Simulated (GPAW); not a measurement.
# GaSb (F-43m) in GPAW: reference runs

How does GaSb come out in PBE? The cell is run as given and disturbed.

Program: GPAW 26.7.0. These are calculated values, not measurements. Logs are shortened: lines on timing, memory, paths and dates and some standing lists are left out, and cuts for length are marked. The log counts tension as positive stress, the text compression.

**Measured values to compare with.**

From a printed reference work, data compilation, for a bulk crystal of GaSb at 4.2 K: band gap 0.811 eV (direct).

How close the calculation comes is told below.

### Step 1. Starting point

It takes space group F-43m (No. 216, cubic). Conventional cell: a = 6.118 Å, b = 6.118 Å, c = 6.118 Å, α = 90.00°, β = 90.00°, γ = 90.00°. Sb (site symmetry -43m) has 4 Ga at 2.65 Å as nearest neighbours. Ga (site symmetry -43m) is surrounded by 4 Sb at 2.65 Å.

### Step 2. Single point, PBE

File run.py:

```python
from ase import Atoms
from ase.dft.bandgap import bandgap
from ase.io import write
from ase.units import Bohr, GPa
from gpaw import GPAW, PW
from gpaw.elf import elf_from_dft_calculation

atoms = Atoms(['Sb', 'Ga'],
              cell=[[0.0, 3.059, 3.059],
                    [3.059, 0.0, 3.059],
                    [3.059, 3.059, 0.0]],
              scaled_positions=[[0.75, 0.75, 0.75],
                                [0.0, 0.0, 0.0]],
              pbc=True)

calc = GPAW(mode=PW(600),
            xc='PBE',
            kpts={'size': (8, 8, 8), 'gamma': True},
            occupations={'name': 'fermi-dirac', 'width': 0.05},
            nbands=18,
            convergence={'density': 1e-05, 'energy': 1e-05},
            maxiter=150,
            txt='gpaw.txt')
atoms.calc = calc
energy = atoms.get_potential_energy()
forces = atoms.get_forces()
stress = atoms.get_stress()
calc.write('gs.gpw')
write('result.traj', atoms)
print(f'Energy: {energy:.6f} eV')
print('Forces (eV/A):')
print(forces.round(4))
print('Stress (GPa):', (stress / GPa).round(3))
print('Fermi level:', round(calc.get_fermi_level(), 4), 'eV')
print(f'Gap: {bandgap(calc)[0]:.4f} eV, direct: {bandgap(calc, direct=True)[0]:.4f} eV')

# fields on the real-space grid
write('density.cube', atoms, data=calc.get_pseudo_density() * Bohr**3)
write('potential.cube', atoms, data=calc.get_electrostatic_potential())
write('elf.cube', atoms, data=elf_from_dft_calculation(calc).data)
```

Potentials or basis: GPAW PAW data sets (gpaw-data 1.2.1), pw.

Run with:

```console
$ OMP_NUM_THREADS=1 python run.py
```

gpaw.txt:

```text
__  _  _
 | _ |_)|_||  |
 |__||  | ||/\| - 26.7.0

Input parameters:
  mode=PW(ecut=600.0),
  convergence={'density': 1e-05, 'energy': 1e-05},
  kpts=MonkhorstPack(size=(8, 8, 8), gamma=True),
  maxiter=150,
  nbands=18,
  occupations=Occupations(name='fermi-dirac', width=0.05),
  xc=XC(name='PBE')

Diagonalizing LCAO Hamiltonian
Converting LCAO to pw mode

                     Sb

       Ga

Atoms  # Å, Bohr magnetons
|   | symbol |        x |        y |        z |    initial magnetic moments |
|---|--------|----------|----------|----------|-----------------------------|
| 0 |     Sb | 4.588500 | 4.588500 | 4.588500 | ( 0.0000,  0.0000,  0.0000) |
| 1 |     Ga | 0.000000 | 0.000000 | 0.000000 | ( 0.0000,  0.0000,  0.0000) |

Unit cell  # Å
| periodic |        x |        y |        z |  lengths |    angles |
|----------|----------|----------|----------|----------|-----------|
|      yes | 0.000000 | 3.059000 | 3.059000 | 4.326079 | 60.000000 |
|      yes | 3.059000 | 0.000000 | 3.059000 | 4.326079 | 60.000000 |
|      yes | 3.059000 | 3.059000 | 0.000000 | 4.326079 | 60.000000 |

Number of symmetries: 24
Symmetry operations  # r_c * U_cc + t_c -> r_c
|    | kind |            matrix            |
|----|------|------------------------------|
|  0 |  E   |  1, 0, 0,  0, 1, 0,  0, 0, 1 |
|  1 |  σ   |  1, 0, 0,  0, 0, 1,  0, 1, 0 |
|  2 |  σ   |  1, 0,-1,  0, 1,-1,  0, 0,-1 |
|  3 |  C3  |  1, 0,-1,  0, 0,-1,  0, 1,-1 |
|  4 |  C3  |  1,-1, 0,  0,-1, 1,  0,-1, 0 |
|  5 |  σ   |  1,-1, 0,  0,-1, 0,  0,-1, 1 |
|  6 |  σ   |  0, 1, 0,  1, 0, 0,  0, 0, 1 |
|  7 |  C3  |  0, 1, 0,  0, 0, 1,  1, 0, 0 |
|  8 |  C2  |  0, 1,-1,  1, 0,-1,  0, 0,-1 |
|  9 |  S4  |  0, 1,-1,  0, 0,-1,  1, 0,-1 |
| 10 |  C3  |  0, 0, 1,  1, 0, 0,  0, 1, 0 |
| 11 |  σ   |  0, 0, 1,  0, 1, 0,  1, 0, 0 |
| 12 |  S4  |  0, 0,-1,  1, 0,-1,  0, 1,-1 |
| 13 |  C3  |  0, 0,-1,  0, 1,-1,  1, 0,-1 |
| 14 |  S4  |  0,-1, 1,  1,-1, 0,  0,-1, 0 |
| 15 |  C2  |  0,-1, 1,  0,-1, 0,  1,-1, 0 |
| 16 |  C3  |  0,-1, 0,  1,-1, 0,  0,-1, 1 |
| 17 |  S4  |  0,-1, 0,  0,-1, 1,  1,-1, 0 |
| 18 |  S4  | -1, 1, 0, -1, 0, 1, -1, 0, 0 |
| 19 |  C3  | -1, 1, 0, -1, 0, 0, -1, 0, 1 |
| 20 |  C3  | -1, 0, 1, -1, 1, 0, -1, 0, 0 |
| 21 |  S4  | -1, 0, 1, -1, 0, 0, -1, 1, 0 |
| 22 |  σ   | -1, 0, 0, -1, 1, 0, -1, 0, 1 |
| 23 |  C2  | -1, 0, 0, -1, 0, 1, -1, 1, 0 |

BZ-sampling:
  Number of BZ points: 512
  Number of IBZ points: 29

  Monkhorst-Pack size: [8, 8, 8]
  Monkhorst-Pack shift: [0.0625, 0.0625, 0.0625]

K-points  # in reciprocal-cell coordinates
|     |                                coordinates |     weight |
|-----|--------------------------------------------|------------|
|   0 | (  0.00000000,   0.00000000,   0.00000000) | 0.00195312 |
|   1 | (  0.12500000,   0.12500000,   0.00000000) | 0.01171875 |
|   2 | (  0.12500000,   0.12500000,   0.12500000) | 0.01562500 |
|   3 | (  0.25000000,   0.12500000,   0.12500000) | 0.02343750 |
|   4 | (  0.25000000,   0.25000000,   0.00000000) | 0.01171875 |
|   5 | (  0.25000000,   0.25000000,   0.12500000) | 0.04687500 |
|   6 | (  0.25000000,   0.25000000,   0.25000000) | 0.01562500 |
|   7 | (  0.37500000,   0.25000000,  -0.37500000) | 0.04687500 |
|   8 | (  0.37500000,   0.25000000,   0.12500000) | 0.04687500 |
|   9 | (  0.37500000,   0.25000000,   0.25000000) | 0.04687500 |
| ... |                                            |            |
|  28 | (  0.50000000,   0.50000000,   0.50000000) | 0.00781250 |

Plane wave coefficients: 1926
Cutoff: 600.0 eV

Spin-components: 1 (collinear spins)
Bands:           18
Projectors:      11
Spin-degeneracy: 2
Datatype:        complex128

Density:
  Valence electrons: 18.0
  Components: 1
  Grid points: [25 25 25]
  Charge: 0.0  # |e|

Potential:
  Grid points: [25 25 25]

species:
  Sb:
    name:    Antimony
    Z:       51.0
    valence: 15
    core:    36
    charge:  0.0  # [|e|]
    compensation charges:
      type: gauss
      rc: 0.36  # [Å]
      lmax: 2
    cutoffs:
      filter: 2.23  # [Å]
      core: 2.23  # [Å]
    projectors
    | kind |    occ | energy [eV] | rcut [Å] |
    |------|--------|-------------|----------|
    |   5s |  2.000 |     -12.815 |    1.154 |
    |   5p |  3.000 |      -4.830 |    1.233 |
    |   4d | 10.000 |     -33.514 |    1.196 |
    |    s |        |      14.396 |    1.154 |
    |    p |        |      22.381 |    1.233 |
    |    d |        |      -6.303 |    1.196 |

    Using partial waves for Sb as LCAO basis

  Ga:
    name:    Gallium
    Z:       31.0
    valence: 3
    core:    28
    charge:  0.0  # [|e|]
    compensation charges:
      type: gauss
      rc: 0.37  # [Å]
      lmax: 2
    cutoffs:
      filter: 2.06  # [Å]
      core: 4.17  # [Å]
    projectors
    | kind |    occ | energy [eV] | rcut [Å] |
    |------|--------|-------------|----------|
    |   4s |  2.000 |      -8.945 |    1.164 |
    |   4p |  1.000 |      -2.580 |    1.164 |
    |    s |        |      18.266 |    1.164 |
    |    p |        |      24.631 |    1.164 |
    |    d |        |       0.000 |    1.164 |

    Using partial waves for Ga as LCAO basis

Reference energy: -229166.229777  # eV

eigensolver:
  PPCG
  Converge bands: occupied
  niter=2

density mixing:
  MSR1-Mixer
  Pratt-step length: 0.05
  Maximum mixing coefficient: 0.75
  Old densities: 10
  SVD Regularization: 0.005
  Good broyden scale: 1.0
  Trust region scale: 1.0
  Backstep threshold: 4.0
  History deletion threshold: 6.0
  Fourier metric: weight=20.0, sigma=0.015

occupation numbers:
  Fermi-Dirac:
    width: 0.0500  # eV

poisson solver:
  ecut: 4800.0  # eV

xc functional:
  name: PBE with 2 nearest neighbor stencil

convergence criteria:
- Maximum integral of absolute [dens]ity change: 1e-05 electrons / valence electron
- Maximum [total energy] change in last 3 cyles: 1e-05 eV / valence electron
- Maximum integral of absolute [eigenst]ate change: 4e-08 eV^2 / valence electron
maximum number of iterations: 150

SCF iterations
|iter     | |      energy | eigst |  dens |
|---------|-|-------------|-------|-------|
|iter:   1| |   -7.657340 | +0.20 |       |
|iter:   2| |   -7.660610 | -2.00 | -1.29 |
|iter:   3| |   -7.643947 | -2.47 | -1.31 |
|iter:   4| |   -7.645882 | -3.15 | -1.85 |
|iter:   5| |   -7.646244 | -4.24 | -2.59 |
|iter:   6| |   -7.646374 | -4.89 | -2.97 |
|iter:   7| |   -7.646374c| -6.67 | -4.14 |
|iter:   8| |   -7.646375c| -7.48c| -4.58 |
|iter:   9| |   -7.646375c| -8.34c| -5.42c|

Converged in 9 steps
Energy contributions relative to reference atoms: (reference = -229166.229777)

Energy contributions:
  Kinetic:          12.445352
  Coulomb:         -10.938870
  Zero:              0.192755
  External:          0.000000
  Xc:               -9.345397
  Entropy:          -0.000428
  Spinorbit:         0.000000
  ----------------------------
  Free energy:      -7.646589
  Extrapolated:     -7.646375

dipole moment: (-11.037210, -11.037210, -11.037210)  # |e|*Ang

Fermi level: 4.966
Eigenvalues  # (at kpt = [0.000, 0.000, 0.000])
| band index |      eig [eV] | occ [0-2] |
|------------|---------------|-----------|
|          0 |       -23.868 |     2.000 |
|          1 |       -23.868 |     2.000 |
|          2 |       -23.868 |     2.000 |
|          3 |       -23.852 |     2.000 |
|          4 |       -23.852 |     2.000 |
|          5 |        -6.562 |     2.000 |
[... 10 lines left out ...]
|         16 |        14.424 |     0.000 |
|         17 |        14.424 |     0.000 |

Gap: 0.092 eV
Transition (v -> c):
  (s=0, k=0, n=8, [0.00, 0.00, 0.00]) -> (s=0, k=0, n=9, [0.00, 0.00, 0.00])
No difference between direct/indirect transitions

Forces  # eV/Ang
|       x |        y |        z |
|---------|----------|----------|
| 0.00000 | -0.00000 | -0.00000 |  # Sb   0
| 0.00000 |  0.00000 | -0.00000 |  # Ga   1

Stress tensor  # eV/Ang^3
|         x |         y |         z |
|-----------|-----------|-----------|
| -0.014652 |  0.000000 |  0.000000 |
|  0.000000 | -0.014652 |  0.000000 |
|  0.000000 |  0.000000 | -0.014652 |

# Writing to gs.gpw (mode='')
```

Run time: 16 s. Hardware: 1 thread of Arm Neoverse V1, shared host; peak memory 0.17 GiB.

What came out:

- Free energy: -7.6466 eV
- Pressure: 2.3 GPa
- Band gap on the k mesh: 0.09 eV, direct

Caveat: spin-orbit coupling is left out, which moves the levels of the heavy elements.

### Step 3. Single point, PBE (atoms moved at random, drawn with an rms of 0.05 Å)

File run.py:

```python
from ase.dft.bandgap import bandgap
from ase.io import read, write
from ase.units import GPa
from gpaw import GPAW, PW

atoms = read('POSCAR')

calc = GPAW(mode=PW(600),
            xc='PBE',
            kpts={'size': (8, 8, 8), 'gamma': True},
            occupations={'name': 'fermi-dirac', 'width': 0.05},
            nbands=18,
            convergence={'density': 1e-05, 'energy': 1e-05},
            maxiter=150,
            txt='gpaw.txt')
atoms.calc = calc
energy = atoms.get_potential_energy()
forces = atoms.get_forces()
stress = atoms.get_stress()
calc.write('gs.gpw')
write('result.traj', atoms)
print(f'Energy: {energy:.6f} eV')
print('Forces (eV/A):')
print(forces.round(4))
print('Stress (GPa):', (stress / GPa).round(3))
print('Fermi level:', round(calc.get_fermi_level(), 4), 'eV')
print(f'Gap: {bandgap(calc)[0]:.4f} eV, direct: {bandgap(calc, direct=True)[0]:.4f} eV')
```

File POSCAR:

```
GaSb
1.0
    0.0000000000      3.0590000000      3.0590000000
    3.0590000000      0.0000000000      3.0590000000
    3.0590000000      3.0590000000      0.0000000000
Sb Ga
1 1
Direct
    0.7494990000      0.7416860000      0.7524200000
   -0.0028690000      0.0099860000      0.0012180000
```

Potentials or basis: GPAW PAW data sets (gpaw-data 1.2.1), pw.

Run with:

```console
$ OMP_NUM_THREADS=1 python run.py
```

Run time: 2.1 min. Hardware: 1 thread of Arm Neoverse V1, shared host; peak memory 0.39 GiB.

The run converged. Its results:

| Item | Value |
| --- | --- |
| Free energy | -7.6244 eV |
| Pressure | 2.5 GPa |
| Largest force | 0.626 eV/Å |
| Band gap on the k mesh | 0.11 eV, direct |

Forces on the atoms (eV/Å):
```
Sb   0.443 -0.151  0.415
Ga  -0.443  0.151 -0.415
```

Stress tensor (GPa, compression positive):
```
 2.46 -1.10  0.37
-1.10  2.52 -1.17
 0.37 -1.17  2.47
```

Levels at points of the mesh, in eV from the valence-band top:
```tsv
k point	band 6	band 7	band 8	band 9	band 10	band 11	band 12	band 13
(0.00, 0.00, 0.00)	-11.54	-0.33	-0.05	0.00	0.11	2.58	2.69	2.91
(0.00, 0.00, 0.50)	-9.98	-6.40	-1.40	-1.07	0.34	3.45	3.93	6.41
(0.00, 0.50, 0.00)	-9.88	-6.65	-1.29	-1.14	0.50	3.66	3.87	6.49
(0.00, 0.50, 0.50)	-9.17	-6.85	-2.70	-2.59	0.80	1.22	8.57	8.76
(0.50, 0.00, 0.00)	-9.98	-6.39	-1.40	-1.07	0.33	3.45	3.93	6.41
(0.50, 0.00, 0.50)	-9.16	-6.86	-2.65	-2.64	0.84	1.18	8.64	8.70
(0.50, 0.50, 0.00)	-9.17	-6.85	-2.70	-2.59	0.81	1.21	8.58	8.76
(0.50, 0.50, 0.50)	-10.03	-6.23	-1.37	-1.14	0.24	3.48	3.81	6.36
```

Caveat: spin-orbit coupling is left out, which moves the levels of the heavy elements. A k mesh can miss the band edges.

### Step 4. Against experiment

Step 2. Measured gap of GaSb: 0.811 eV (direct; 4.2 K; a printed reference work, data compilation). This calculation gives 0.09 eV (-0.72 eV). Spin-orbit coupling on Ga, Sb is left out. The value is that of PBE on a finite k mesh, which can miss the band edges, without temperature or zero-point motion. Semilocal functionals fall short of measured gaps as a rule.
